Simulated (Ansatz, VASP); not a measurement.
# LiH: VASP beside Ansatz

One calculation is typed for both programs; each brings its own data sets and cutoff. How far apart do they land? The cell is taken from a series of VASP runs on this material, whose earlier steps may have relaxed, scaled or displaced it; both programs get it as it stands.

Calculated with Ansatz 0.2.0; plane waves, with VASP 6.6.1 beside it; band structure at r2SCAN-EpsX with an exact-exchange share of 0.212.

**1. Set-up**

It takes space group Fm-3m (No. 225, cubic). The conventional cell has a = 4.074 Å, b = 4.074 Å, c = 4.074 Å, α = 90.00°, β = 90.00°, γ = 90.00°. Nearest to Li lie 6 H at 2.04 Å. Nearest to H lie 6 Li at 2.04 Å. Farther neighbours are not listed.

**2. VASP: band structure, r2SCAN-EpsX with an exact-exchange share of 0.212**

The same path points are solved in both programs, so levels can be compared one by one.

Lines of VASP's logs that name or quote its potential files are left out, and so is its time.

The run reads the wave functions of an earlier VASP run, which isn't shown here.

INCAR reads:

```
SYSTEM = LiH
PREC = Accurate
ENCUT = 580
EDIFF = 1E-06
NELM = 100
ISMEAR = 0
SIGMA = 0.03
LREAL = .FALSE.
ALGO = Normal
LHFCALC = .TRUE.
AEXX = 0.212
METAGGA = R2SCAN
LASPH = .TRUE.
NBANDS = 8
PRECFOCK = Fast
HFRCUT = -1
LORBIT = 11
LWAVE = .FALSE.
LCHARG = .FALSE.
KPAR = 4
```

POSCAR reads:

```
LiH
1.0
    0.0000000000      2.0367500000      2.0367500000
    2.0367500000      0.0000000000      2.0367500000
    2.0367500000      2.0367500000      0.0000000000
Li H
1 1
Direct
    0.0000000000      0.0000000000      0.0000000000
    0.5000000000      0.5000000000      0.5000000000
```

KPOINTS reads:

```
Automatic mesh
0
Gamma
6 6 6
0 0 0
```

KPOINTS_OPT reads:

```
Line mode
10
Line-mode
Reciprocal
  0.00000000   0.00000000   0.00000000 GAMMA
  0.50000000   0.00000000   0.50000000 X

  0.50000000   0.00000000   0.50000000 X
  0.50000000   0.25000000   0.75000000 W

  0.50000000   0.25000000   0.75000000 W
  0.37500000   0.37500000   0.75000000 K

  0.37500000   0.37500000   0.75000000 K
  0.00000000   0.00000000   0.00000000 GAMMA

  0.00000000   0.00000000   0.00000000 GAMMA
  0.50000000   0.50000000   0.50000000 L

  0.50000000   0.50000000   0.50000000 L
  0.62500000   0.25000000   0.62500000 U

  0.62500000   0.25000000   0.62500000 U
  0.50000000   0.25000000   0.75000000 W

  0.50000000   0.25000000   0.75000000 W
  0.50000000   0.50000000   0.50000000 L

  0.50000000   0.50000000   0.50000000 L
  0.37500000   0.37500000   0.75000000 K

  0.62500000   0.25000000   0.62500000 U
  0.50000000   0.00000000   0.50000000 X
```

The projector-augmented-wave data sets are Li_sv and H (PBE family, release 64).

Launch:

```bash
mpirun -np 4 vasp_std
```

Numbers of over 12 decimals in the logs are rounded to 6 here.

What it wrote:

```text
[banner, memory and clock lines left out]
running    4 mpi-ranks, on    1 nodes
 distrk:  each k-point on    1 cores,    4 groups
 distr:  one band on    1 cores,    1 groups

 POSCAR found type information on POSCAR LiH
 POSCAR found :  2 types and       2 ions
|                                                                             |
|               ----> ADVICE to this user running VASP <----                  |
|                                                                             |
|     You enforced a specific xc type in the INCAR file but a different       |
|     [... a line on the potential file left out ...]
|     I HOPE YOU KNOW WHAT YOU ARE DOING!                                     |
|                                                                             |

 LDA part: xc-table for (None), standard interpolation
 found WAVECAR, reading the header
 POSCAR, INCAR and KPOINTS ok, starting setup
 FFT: planning ... GRIDC
 FFT: planning ... GRID_SOFT
 FFT: planning ... GRID
 HFRCUT set to (new)   9.551453
 reading WAVECAR
 the WAVECAR file was read successfully
 initial charge from wavefunction
 entering main loop
       N       E                     dE             d eps       ncg     rms          rms(c)
DAV:   1    -0.746267477298E+01   -0.74627E+01   -0.11398E+00   256   0.723E+00    0.543E-01
DAV:   2    -0.747444754264E+01   -0.11773E-01   -0.22462E-02   336   0.140E+00    0.403E-01
DAV:   3    -0.747544220476E+01   -0.99466E-03   -0.33934E-03   256   0.498E-01    0.228E-01
DAV:   4    -0.747716061249E+01   -0.17184E-02   -0.26884E-03   256   0.407E-01    0.119E-01
DAV:   5    -0.747806364792E+01   -0.90304E-03   -0.91944E-04   256   0.239E-01    0.622E-02
DAV:   6    -0.747851500665E+01   -0.45136E-03   -0.31195E-04   256   0.143E-01    0.337E-02
DAV:   7    -0.747872931222E+01   -0.21431E-03   -0.10976E-04   256   0.879E-02    0.196E-02
DAV:   8    -0.747882788069E+01   -0.98568E-04   -0.41334E-05   256   0.560E-02    0.122E-02
DAV:   9    -0.747887233977E+01   -0.44459E-04   -0.16420E-05   264   0.363E-02    0.792E-03
DAV:  10    -0.747889219812E+01   -0.19858E-04   -0.68000E-06   256   0.240E-02    0.529E-03
DAV:  11    -0.747890102125E+01   -0.88231E-05   -0.28957E-06   256   0.159E-02    0.356E-03
DAV:  12    -0.747890493229E+01   -0.39110E-05   -0.12457E-06   256   0.106E-02    0.240E-03
DAV:  13    -0.747890666673E+01   -0.17344E-05   -0.54256E-07   256   0.705E-03    0.161E-03
DAV:  14    -0.747890743550E+01   -0.76877E-06   -0.23608E-07   256   0.467E-03
   1 F= -.74789074E+01 E0= -.74789074E+01  d E =-.338562E-15
 Start KPOINTS_OPT (optional k-point list driver)
k-point batch [1-16\100]
       N       E                     dE             ncg
DAV:   1    -0.160990360478E+04   -0.40986E+04      264
DAV:   2    -0.168374469590E+04   -0.73841E+02      360
DAV:   3    -0.168491524683E+04   -0.11706E+01      384
DAV:   4    -0.168492060255E+04   -0.53557E-02      456
DAV:   5    -0.168492061160E+04   -0.90486E-05      424
DAV:   6    -0.168492061160E+04   -0.32053E-08      432
[...]
k-point batch [97-100\100]
       N       E                     dE             ncg
DAV:   1     0.213898950486E+04   -0.12731E+04       64
DAV:   2     0.211984056816E+04   -0.19149E+02       72
DAV:   3     0.211946172481E+04   -0.37884E+00      120
DAV:   4     0.211946081660E+04   -0.90821E-03      128
DAV:   5     0.211946081650E+04   -0.10619E-06      128
```

OUTCAR, selected parts (step 2):

```text
ion  position               nearest neighbor table
   1  0.000  0.000  0.000-
   2  0.500  0.500  0.500-

  LATTYP: Found a face centered cubic cell.
 ALAT       =     4.0735000000

 Subroutine GETGRP returns: Found 48 space group operations
 (whereof 48 operations were pure point group operations)

The static configuration has the point symmetry O_h .

 Found     16 irreducible k-points:

   k-points           NKPTS =     16   k-points in BZ     NKDIM =    216   number of bands    NBANDS=      8

   dimension x,y,z NGX =    24 NGY =   24 NGZ =   24
   dimension x,y,z NGXF=    48 NGYF=   48 NGZF=   48

   ENCUT  =  580.0 eV  42.63 Ry    6.53 a.u.   5.66  5.66  5.66*2*pi/ulx,y,z

   NELECT =       4.0000    total number of electrons

 k-points in reciprocal lattice and weights: Automatic mesh
   0.00000000  0.00000000  0.00000000       0.005
   0.16666667  0.00000000  0.00000000       0.037
   0.33333333  0.00000000  0.00000000       0.037
   0.50000000  0.00000000  0.00000000       0.019
   0.16666667  0.16666667  0.00000000       0.028
   0.33333333  0.16666667  0.00000000       0.111
   0.50000000  0.16666667  0.00000000       0.111
  -0.33333333  0.16666667  0.00000000       0.111
  -0.16666667  0.16666667  0.00000000       0.056
[...]
-0.33333333  0.33333333  0.16666667       0.111
  -0.33333333  0.50000000  0.16666667       0.056

  exchange ACFDT corr.  =         0.00000000  see jH, gK, PRB 81, 115126

 average (electrostatic) potential at core
       1 -61.7391       2 -31.5806

 E-fermi :  -1.0552

 k-point     1 :       0.0000    0.0000    0.0000
  band No.  band energies     occupation
      1     -49.2616      2.00000
      2      -7.0143      2.00000
      3      17.4208      0.00000
      4      19.3056      0.00000
      5      19.3056      0.00000
      6      19.3063      0.00000
      7      23.4904      0.00000
    ...

 k-point     2 :       0.1667    0.0000    0.0000
  band No.  band energies     occupation
      1     -49.2520      2.00000
      2      -6.4782      2.00000
      3      13.5090      0.00000
      4      17.3225      0.00000
      5      18.3845      0.00000
      6      18.3851      0.00000
      7      23.7477      0.00000
    ...

 k-point     3 :       0.3333    0.0000    0.0000
  band No.  band energies     occupation
      1     -49.2315      2.00000
      2      -5.0256      2.00000
      3       8.1108      0.00000
      4      15.5348      0.00000
      5      17.7761      0.00000
      6      17.7767      0.00000
      7      21.5357      0.00000
    ...

  energy-cutoff  :      580.00
  volume of cell :       16.90
      direct lattice vectors                 reciprocal lattice vectors
     0.000000000  2.036750000  2.036750000    -0.245489137  0.245489137  0.245489137
     2.036750000  0.000000000  2.036750000     0.245489137 -0.245489137  0.245489137
     2.036750000  2.036750000  0.000000000     0.245489137  0.245489137 -0.245489137

 POSITION                                       TOTAL-FORCE (eV/Angst)
 -----------------------------------------------------------------------------------
      0.00000      0.00000      0.00000         0.000000     -0.000000     -0.000000
      2.03675      2.03675      2.03675        -0.000000      0.000000      0.000000
 -----------------------------------------------------------------------------------
    total drift:                               -0.000000     -0.000000     -0.000000

  FREE ENERGIE OF THE ION-ELECTRON SYSTEM (eV)
  ---------------------------------------------------
  free  energy   TOTEN  =        -7.4789074355 eV

  energy  without entropy=       -7.4789074355  energy(sigma->0) =       -7.47890744

 total charge
# of ion       s       p       d       tot
------------------------------------------
    1        2.015   0.023   0.000   2.038
    2        0.549   0.001   0.000   0.550
--------------------------------------------------
tot          2.564   0.025   0.000   2.588

[... 3 further parts left out ...]
```

**3. Ansatz: band structure, r2SCAN-EpsX with an exact-exchange share of 0.212**

Ansatz runs on its default PAW (the set named soft_2) files.

The same cell, functional, mesh and smearing now go to Ansatz, which takes its cutoff from its data sets.

input.yaml reads:

```yaml
crystal:
  lattice:
    - [0.0, 2.03675, 2.03675]
    - [2.03675, 0.0, 2.03675]
    - [2.03675, 2.03675, 0.0]
  atoms:
    - { symbol: Li, position: [0.0, 0.0, 0.0] }
    - { symbol: H, position: [0.5, 0.5, 0.5] }
hamiltonian:
  xc: { exchange: r2scan, correlation: r2scan, exx: { coeff: 0.212 } }
  pseudopotentials: { kind: paw }
kpoints:
  mp_grid: { grid: [6, 6, 6] }
  band_path:
    path:
      - [0.0, 0.0, 0.0]
      - [0.5, 0.0, 0.5]
      - [0.5, 0.22222, 0.72222]
      - [0.40278, 0.34722, 0.75]
      - [0.125, 0.125, 0.25]
      - [0.27778, 0.27778, 0.27778]
      - [0.55556, 0.38889, 0.55556]
      - [0.58333, 0.25, 0.66667]
      - [0.5, 0.30556, 0.69444]
      - [0.48611, 0.48611, 0.52778]
      - [0.625, 0.25, 0.625]
      - [0.5, 0.0, 0.5]
    npoints: 1
scf:
  occupations: { method: gaussian, width: 0.03 }
  n_extra_bands: 7
output:
  forces: true
  stress: true
  eigenvalues: true
```

Launch:

```bash
ansatz run input.yaml --threads 4 --pin off --max-ram 9216MiB --backend cpu --events-out ev --progress --plain --runs-dir out
```

What it wrote:

```text
Warning: output.stress: scf.convergence.dr2_threshold = 1e-7 eV (the SCF's general default) is looser than the 2e-10 eV advised for a printed stress (1e-10 eV for each atom of the cell: 2). What an SCF threshold leaves in a stress goes as its square root, and in the free energy as the threshold itself, and one threshold admits the most on a small cell: [figures from the program's tests cut] Set scf.convergence.dr2_threshold to 2e-10 eV or tighter. The threshold is an SCF's pass mark: one that does not reach it within its budget of iterations ends unconverged, or closes short of it on a stop that the run arms, and scf.convergence.dr2_threshold's page says what that costs each kind of run
Warning: output.stress: scf.exx.energy_threshold = 1e-6 eV is looser than the 2e-8 eV advised for a stress under a hybrid functional (1e-8 eV for each atom of the cell: 2). Every SCF of the exchange loop can meet its threshold on dr2 while the loop round them stops early: no threshold on dr2 bounds what that leaves in the stress. Set scf.exx.energy_threshold to 2e-8 eV or tighter. The threshold is the loop's pass mark: a loop that does not reach it within its budget of cycles ends unconverged, and scf.exx.energy_threshold's page has the law
scf.n_extra_bands = 7 over 2 filled bands (N_el = 4.0): the run solves 9 bands
Engine: ansatz 0.2.0, x86_64-unknown-linux-gnu
Pseudopotentials: kind: paw
Pseudopotential: Li, paw, valence charge 3, recommended cutoff 500 eV (meta_gga), Li.paw.azcp
Pseudopotential: H, paw, valence charge 1, recommended cutoff 500 eV (meta_gga), H.paw.azcp
Functional definition: unnamed
  parameter a_1 = 0.212
  exchange = (1 - a_1)*r2scan_x + a_1*exact_x
  correlation = r2scan_c
Crystal: 2 atoms, lattice volume = 16.898 Å³
Basis set: ecut = 500 eV, 411 PW (Γ), exchange–correlation on 96×96×96 points (64 copies of the dense FFT grid, shifted against one another)
Bands: 9, of which v1, the nominal top of the filled ones, is band 2 counted from 1 (1 counted from 0)
Symmetry: 48 space group operations
Space group: Fm-3m (ITA 225), of the structure as read, at distance tolerance 2.6e-5 Å
k-points: 16 of 216
Non-local potential: Li, projectors of the file, l = 0: 3, l = 1: 2, l = 2: 1
Non-local potential: H, projectors of the file, l = 0: 2, l = 1: 1
PAW form: soft (Blöchl's): semilocal exchange-correlation on the pseudo side does not see the compensation charge
PAW one-centre angular grid: Li, 302 points (default); XC on 327 of its mesh's 2665 points in the sphere
PAW one-centre angular grid: H, 302 points (default); XC on 160 Gauss nodes
Initial density: superposition of atomic densities (neutral atoms: chi_scale 0, normalization atom), corrected by the library's trained network
Initial wavefunctions: pseudopotential atomic-orbital guess
Functional: x = r2scan, c = r2scan; τ floored in thin density (d = 2e-4 eV/Å³), warm-up for x = 0.788 r2scan + 0.212 exact, c = r2scan; τ floored in thin density (d = 2e-4 eV/Å³)
SCF iter   1: F=—  HF=-221.973124 eV  |F-HF|=—  |Δ(HF+E_count)|=         —  Δρ=3.36e-3  dr2=1.40e-3  dr2_τ=1.78e-3  ethr=1.77e-3  ⟨swp⟩=6.2  Hψ=666  notcnv=0
preconditioner: auto → none  [insulator: Δε(μ)=3.387 eV  Ē_g=20.435 eV  σ=0.030 eV  W_gap=1.00  n_scr=0 (ndim 8)  ℏωp=12.8 eV  f_vac=0.000  D(μ)=0.00/eV (n_scr^D=0)]
SCF iter   2: F=—  HF=-222.010571 eV  |F-HF|=—  |Δ(HF+E_count)|=   3.74e-2  Δρ=2.94e-3  dr2=1.49e-3  dr2_τ=9.50e-6  ethr=3.49e-5  ⟨swp⟩=3.9  Hψ=438  notcnv=0  defer=1
iter 3 solved again at ethr=4.13e-7 eV; its pass at ethr=3.49e-5 eV (dr2=1.65e-5 eV) is discarded
SCF iter   3: F=-222.011064 eV  HF=-222.011055 eV  |F-HF|=9.36e-6  |Δ(HF+E_count)|=   4.84e-4  Δρ=5.28e-4  dr2=1.66e-5  dr2_τ=2.00e-6  ethr=4.13e-7  ⟨swp⟩=2.0  Hψ=477  notcnv=0
SCF 1 stopped early in 3 iterations: F = -222.011064 eV  dr2 = 1.66e-5
  greatest PAW one-centre occupation: 0.999 electrons in one spin orbital (limit 2), on the Li atom at site 0 (counted from 0), in its partial waves of l = 0
Initial density: handed on by an earlier stage of this run
Initial wavefunctions: those handed on with the density
Functional: x = 0.788 r2scan + 0.212 exact, c = r2scan; τ floored in thin density (d = 2e-4 eV/Å³)
Frozen-core exchange: fock
SCF iter   1: F=—  HF=-222.008121 eV  |F-HF|=—  |Δ(HF+E_count)|=         —  Δρ=1.47e-3  dr2=1.40e-4  dr2_τ=1.72e-5  ethr=4.15e-6  ⟨swp⟩=5.1  Hψ=610  notcnv=0
preconditioner: auto → none  [insulator: Δε(μ)=4.879 eV  Ē_g=22.002 eV  σ=0.030 eV  W_gap=1.00  n_scr=0 (ndim 8)  ℏωp=12.8 eV  f_vac=0.000  D(μ)=0.00/eV (n_scr^D=0)]
SCF iter   2: F=—  HF=-222.008124 eV  |F-HF|=—  |Δ(HF+E_count)|=   3.12e-6  Δρ=8.17e-4  dr2=7.16e-5  dr2_τ=3.99e-6  ethr=3.19e-6  ⟨swp⟩=2.0  Hψ=181  notcnv=0
SCF iter   3: F=—  HF=-222.008114 eV  |F-HF|=—  |Δ(HF+E_count)|=   1.07e-5  Δρ=4.76e-4  dr2=4.78e-5  dr2_τ=4.61e-7  ethr=1.47e-6  ⟨swp⟩=2.7  Hψ=188  notcnv=0
SCF iter   4: F=—  HF=-222.008107 eV  |F-HF|=—  |Δ(HF+E_count)|=   6.78e-6  Δρ=1.28e-4  dr2=1.98e-5  dr2_τ=1.76e-8  ethr=8.76e-7  ⟨swp⟩=2.0  Hψ=176  notcnv=0
SCF iter   5: F=—  HF=-222.008281 eV  |F-HF|=—  |Δ(HF+E_count)|=   1.74e-4  Δρ=1.14e-4  dr2=2.50e-6  dr2_τ=8.22e-9  ethr=7.11e-8  ⟨swp⟩=3.1  Hψ=194  notcnv=0
SCF iter   6: F=—  HF=-222.008281 eV  |F-HF|=—  |Δ(HF+E_count)|=   5.21e-7  Δρ=6.78e-6  dr2=2.18e-7  dr2_τ=2.39e-10  ethr=5.70e-8  ⟨swp⟩=2.2  Hψ=195  notcnv=0  defer=1
SCF iter   7: F=-222.008282 eV  HF=-222.008282 eV  |F-HF|=1.01e-8  |Δ(HF+E_count)|=   1.43e-6  Δρ=1.19e-5  dr2=2.89e-8  dr2_τ=1.37e-10  ethr=1.56e-10  ⟨swp⟩=3.9  Hψ=426  notcnv=0
SCF 2 converged in 7 iterations: F = -222.008282 eV  dr2 = 2.89e-8
hybrid outer 1: dexx = +1.688e-4 eV, tail = 2.76e-7 eV
Frozen-core exchange: fock
SCF iter   1: F=—  HF=-222.008287 eV  |F-HF|=—  |Δ(HF+E_count)|=         —  Δρ=1.86e-5  dr2=6.27e-8  dr2_τ=5.64e-10  ethr=3.45e-8  ⟨swp⟩=2.8  Hψ=307  notcnv=0
preconditioner: auto → none  [insulator: Δε(μ)=4.913 eV  Ē_g=22.012 eV  σ=0.030 eV  W_gap=1.00  n_scr=0 (ndim 8)  ℏωp=12.8 eV  f_vac=0.000  D(μ)=0.00/eV (n_scr^D=0)]
SCF iter   2: F=-222.008287 eV  HF=-222.008287 eV  |F-HF|=1.09e-9  |Δ(HF+E_count)|=   5.03e-9  Δρ=7.13e-6  dr2=7.64e-9  dr2_τ=1.45e-10  ethr=1.37e-9  ⟨swp⟩=3.4  Hψ=208  notcnv=0
SCF 3 converged in 2 iterations: F = -222.008287 eV  dr2 = 7.64e-9
  Residual-converged pass: ⟨swp⟩=2.3  Hψ=182  notcnv=0  max |occ|·‖R‖ = 2.2e-6 eV (tolerance 2.4e-6 eV)  dr2=7.63e-9  dr2_τ=1.44e-10  dr2_onsite=8.82e-11  max |Δocc| = 0.0e0
hybrid outer 2: dexx = +1.583e-9 eV, tail = 1.58e-8 eV, Δε = 3.87e-4 eV (about 1.18e-4 eV left of the loop's levels)
NSCF: frozen V_eff on 12 k-points
hybrid SCF converged: 2 outer / 9 inner (+3 warm-up), last move |dexx| = 1.58e-9 eV, tail = 1.58e-8 eV
Stability not checked: this state was not tested for a lower state beside it, because the functional holds exact exchange (a hybrid, or Hartree-Fock), whose exchange loop this test does not read (fock_operator; see scf.lower_state_search)
Free energy (F): -222.008287 eV
Frozen-core exchange: fock
Harris-Foulkes:  -222.008287 eV  (|F-HF|=1.09e-9)
Internal energy: -222.008287 eV  (E = F + TS)
E sigma→0 (E₀):  -222.008287 eV
Fermi energy:    1.850822 eV
--- Per-component energies (eV) ---
  E_band       = -103.073636
  E_kinetic    = 35.885679
  E_local      = -126.689674  (includes V_loc(G=0)·N_el)
  E_nonlocal   = -31.834667
  E_hartree    = 35.528527
  E_xc         = -16.088404
  E_vxc        = -22.311581  (∫ρ·V_xc dr)
  E_exx        = -12.619813  (= α·E_x^exact, valence–valence)
  E_paw        = -13.596500  (= ΣΔE_a)
  E_vpaw       = -4.889472  (= ΣTr[D̂ρ^β])
  E_aug_tail   = -0.000518  (compensation charges beyond the density's cutoff)
  E_vtau       = 0.949094  (kinetic-family band-sum trace: ∫τ·v_τ [+ j·A + Jᵃ·Aᵃ] dr)
  E_ewald      = -92.592916
  E_smearing   = -0.000000  (= −TS)
  E_closure    = -0.000000  (closes the sum)
  Σ components = -222.008287   (vs F -222.008287, Δ=0.00e0)
--- Forces (eV/Å), atoms counted from 1 ---
  atom   1  Li     0.00000000    -0.00000000     0.00000000
  atom   2  H      0.00000000    -0.00000000    -0.00000000
  max |Σ_I F_I| component: 3.45e-30 eV/Å
--- Stress (GPa, compression-positive) ---
       -1.966335       0.000000      -0.000000
        0.000000      -1.966335      -0.000000
       -0.000000       0.000000      -1.966335
  P = ⅓ Tr σ = -1.9663 GPa (-19.663 kbar)
--- Band table (eV; the first three rows and the last of 16) ---
  k-point 0: bands = ["-48.5506", "-6.4704", "17.9471", "19.7169", "19.7169", "19.7169", "24.1588", "24.1588", "24.1588"]
  k-point 1: bands = ["-48.5405", "-5.9159", "14.0448", "17.8699", "18.8514", "18.8514", "24.2352", "25.5185", "25.5185"]
  k-point 2: bands = ["-48.5201", "-4.4346", "8.6463", "16.1030", "18.2527", "18.2527", "22.1232", "22.1232", "26.8065"]
  k-point 15: bands = ["-48.4986", "-0.7649", "5.3772", "8.5062", "12.9931", "19.4114", "21.4528", "30.5512", "30.8612"]
```

Elapsed: 8.7 s, on 4 threads of Intel Xeon Platinum 8559C (Emerald Rapids), shared host; peak memory 0.57 GiB; 30 s of CPU time.

**4. Differences**

Known differences besides the potentials themselves: exact exchange at q = 0 is treated differently, which shows on coarse meshes; VASP keeps PBE cores, Ansatz makes them for the functional; the cutoff is 500 eV in Ansatz and 580 eV in VASP; VASP takes a coarser grid for exact exchange (PRECFOCK = Fast). Total energies have different zeros and are not compared.

Compared:

| quantity | Ansatz | VASP | difference |
| --- | --- | --- | --- |
| gap over the path points (eV) | 4.913 | 4.895 | +0.017 |

Levels at points of the path, from each program's valence-band top (eV; 1 filled, then empty):

| k (reciprocal lattice) | Ansatz | VASP |
| --- | --- | --- |
| 0.000 0.000 0.000 | -5.87 18.55 20.32 | -5.80 18.63 20.52 |
| 0.500 0.000 0.500 | 0.00 4.91 13.01 | 0.00 4.89 13.05 |
| 0.500 0.222 0.722 | -0.21 6.81 7.86 | -0.22 6.80 7.85 |
| 0.403 0.347 0.750 | -0.46 6.17 9.39 | -0.47 6.16 9.43 |
| 0.125 0.125 0.250 | -5.03 14.48 15.31 | -4.99 14.56 15.34 |
| 0.278 0.278 0.278 | -4.39 10.87 17.20 | -4.36 10.93 17.24 |
| 0.556 0.389 0.556 | -2.10 6.89 12.40 | -2.12 6.96 12.42 |
| 0.583 0.250 0.667 | -0.43 6.25 9.17 | -0.44 6.24 9.20 |
| 0.500 0.306 0.694 | -0.66 7.23 8.18 | -0.67 7.24 8.17 |
| 0.486 0.486 0.528 | -2.66 6.74 15.71 | -2.67 6.84 15.73 |

Among the levels compared at these points, filled levels agree within 62 meV and empty ones within 195 meV.

**5. Outcome**

```json
{
 "difference in gap over the path points (band structure, r2SCAN-EpsX with an exact-exchange share of 0.212)": "0.017 eV"
}
```

In words: The difference in gap over the path points is 0.017 eV (band structure, r2SCAN-EpsX with an exact-exchange share of 0.212), within the 0.08 eV picked in this series as the mark of a large difference. How closely two codes agree says nothing of how well the functional describes the real material.

[Lines on the potential files, build, host, timing and source positions are cut from VASP's logs without a mark.]

[Logs are printed without paths, hosts, clocks, repeated set-up lines and the standing remarks that a program may print on its own settings, such as how far it seeks lower states.]

[Hosts, paths, dates, database ids (printed as entryN), source tags and the programs' standing remarks are cut or masked in the printed files.]
